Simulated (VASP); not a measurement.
# Ag (Fm-3m) in VASP: a series of runs, part 3 of 3

VASP 6.6.1. The steps go on from the part before.

**5. Relaxation of cell and atoms, PBE0**

Input file POSCAR:

```
Ag
1.0
    0.0000000000      2.0427500000      2.0427500000
    2.0427500000      0.0000000000      2.0427500000
    2.0427500000      2.0427500000      0.0000000000
Ag
1
Direct
    0.0000000000      0.0000000000      0.0000000000
```

Input file INCAR.step1:

```
SYSTEM = Ag
  PREC = Accurate
  ENCUT = 600
  EDIFF = 1E-5
  ISMEAR = -1
  SIGMA = 0.05
  LREAL = .False.
  LASPH = .True.
  NELM = 80
  ALGO = Normal
  LWAVE = .True.
  LCHARG = .False.
  GGA = PE
```

Input file INCAR.step2:

```
SYSTEM = Ag
  PREC = Accurate
  ENCUT = 600
  EDIFF = 1E-7
  ISMEAR = -1
  SIGMA = 0.05
  LREAL = .False.
  LASPH = .True.
  NELM = 80
  ALGO = Normal
  ISIF = 3
  LWAVE = .False.
  LCHARG = .False.
  GGA = PE
  LHFCALC = .True.
  AEXX = 0.25
  PRECFOCK = Fast
  HFRCUT = -1
  IBRION = 2
  NSW = 60
  EDIFFG = -0.01
  ISTART = 1
```

Input file KPOINTS:

```
regular mesh
0
Gamma
  6 6 6
  0 0 0
```

Started as:

```
> cat potpaw_PBE.64/Ag/POTCAR > POTCAR
> cp INCAR.step1 INCAR
> mpirun -np 1 vasp_std > vasp.out
> cp INCAR.step2 INCAR
> mpirun -np 1 vasp_std > vasp.out
```

Run time: 20 min. Hardware: 1 thread of Intel Xeon Platinum 8259CL at 2.50GHz (Skylake/Cascade Lake), shared host; peak memory 0.16 GiB.

Results (log left out):

```
Free energy                            : -2.9669 eV
Relaxed volume                         : 18.03 Å³/atom
Relaxed cell                           : a = 2.943 Å, b = 2.943 Å, c = 2.943 Å, α = 60.00°, β = 60.00°, γ = 60.00°
Space group after relaxing (to 0.05 Å) : Fm-3m (No. 225)
Energy gained by relaxing              : 15.9 meV/atom
Ionic steps                            : 4
Pressure after relaxing                : 0.0 GPa
Band gap on the k mesh                 : none (metal or under the smearing width)
```

The path:
```tsv
step	energy change (eV)	largest force (eV/Å)	pressure (GPa)	volume (Å³)
1	0.0000	0.0000	4.44	17.05
2	-0.0153	0.0000	-0.93	18.24
3	-0.0159	0.0000	-0.20	18.08
4	-0.0159	0.0000	0.02	18.03
```

Final structure:
```
Ag
1.0
     0.00000    2.08122    2.08122
     2.08122    0.00000    2.08122
     2.08122    2.08122    0.00000
Ag
1
Direct
  0.00000 0.00000 0.00000
```

Levels at points of the mesh, in eV from the Fermi level:
```tsv
k point	band 3	band 4	band 5	band 6	band 7	band 8	band 9
(0.00, 0.00, 0.00)	-5.92	-5.92	-4.94	-4.94	17.61	21.07	21.07
(0.50, 0.00, 0.00)	-5.94	-4.10	-4.10	0.45	4.58	16.76	19.34
(0.50, 0.50, 0.00)	-4.18	-3.86	-3.86	2.76	7.93	12.09	12.09
```

Caveat: the k mesh is coarse (spacing up to 0.44 Å⁻¹), so the values aren't converged, least of all with exact exchange; the PAW data sets were made with another functional, which shifts forces and pressure a little. Zero-point motion and thermal expansion aren't in these numbers.

**6. Single point, PBE**

Input file INCAR:

```
SYSTEM = Ag
PREC     = Accurate       ! precision mode
ENCUT    = 520            ! plane-wave cutoff, eV
EDIFF    = 1E-7           ! SCF threshold, eV
ISMEAR   = 0              ! smearing method
SIGMA    = 0.011          ! smearing width, eV
LREAL    = .False.        ! projectors in reciprocal space
LASPH    = .True.         ! aspherical terms in the spheres
NELM     = 60             ! most SCF steps
ALGO     = Normal         ! electronic algorithm
ISIF     = 2              ! what is computed and relaxed
LWAVE    = .False.        ! write WAVECAR
LCHARG   = .True.         ! write CHGCAR
GGA      = PE             ! functional
LELF     = .True.         ! ELF
LVHAR    = .True.       
NBANDS   = 12             ! bands
```

Input file KPOINTS:

```
regular mesh
0
Gamma
  11 11 11
  0 0 0
```

POSCAR is that of step 5.

Potentials or basis: VASP PAW PBE potentials, release 64 (Ag).

Started as:

```
> cat potpaw_PBE.64/Ag/POTCAR > POTCAR
> mpirun -np 1 vasp_std > vasp.out
```

Run time: 5.6 s. Hardware: 1 thread of Intel Xeon Platinum 8559C (Emerald Rapids), shared host; peak memory 0.14 GiB.

It converged, with:

| Quantity | Value |
| --- | --- |
| Free energy | -2.7092 eV |
| Pressure | 4.1 GPa |
| Band gap on the k mesh | none (metal or under the smearing width) |

Levels at points of the mesh, in eV from the Fermi level:
```tsv
k point	band 2	band 3	band 4	band 5	band 6	band 7	band 8	band 9	band 10	band 11
(0.00, 0.00, 0.00)	-5.10	-5.10	-5.10	-4.07	-4.07	15.74	19.32	19.32	19.32	24.13
```

**7. The reference run**

An earlier run on the cell as given: functional PBEsol; potentials or basis VASP PAW PBE potentials, release 64 (Ag); cutoff 520 eV; k mesh 11 × 11 × 11; occupations fermi-dirac, width 0.05 eV; no spin polarisation.

- Pressure: -3.1 GPa
- Band gap on the k mesh: none (metal or under the smearing width)

**8. Overview**

```csv
task,level,potentials or basis,cell,k mesh,cutoff (eV),smearing,grid for exact exchange (PRECFOCK),exchange at q = 0,ladder,mesh quality,gap on the mesh (eV),pressure (GPa),relaxed volume (Å³/atom)
relaxation of cell and atoms,LDA,"VASP PAW LDA potentials, release 64 (Ag)",relaxed,11 × 11 × 11,600,fermi-dirac 0.05 eV,-,-,-,not flagged,none,-0.1,16.00
relaxation of cell and atoms,PBEsol,"VASP PAW PBE potentials, release 64 (Ag)",relaxed,11 × 11 × 11,600,fermi-dirac 0.05 eV,-,-,-,not flagged,none,0.0,16.58
single point,PBE,"VASP PAW PBE potentials, release 64 (Ag)",as given,11 × 11 × 11,520,gaussian 0.014 eV,-,-,-,not flagged,none,4.1,-
relaxation of cell and atoms,PBE0,"VASP PAW PBE potentials, release 64 (Ag)",relaxed,6 × 6 × 6,600,fermi-dirac 0.05 eV,Fast,truncated,-,coarse,none,0.0,18.03
single point,PBE,"VASP PAW PBE potentials, release 64 (Ag)",as given,11 × 11 × 11,520,gaussian 0.011 eV,-,-,-,not flagged,none,4.1,-
single point,PBEsol,"VASP PAW PBE potentials, release 64 (Ag)",as given,11 × 11 × 11,520,fermi-dirac 0.05 eV,-,-,free,not flagged,none,-3.1,-
```

Alike in all rows: no spin polarisation.

Caveats: some runs use coarse meshes; the PAW data sets were made with another functional, which shifts forces and pressure a little (some runs).

Absolute energies hang on the potentials; compare differences alone.
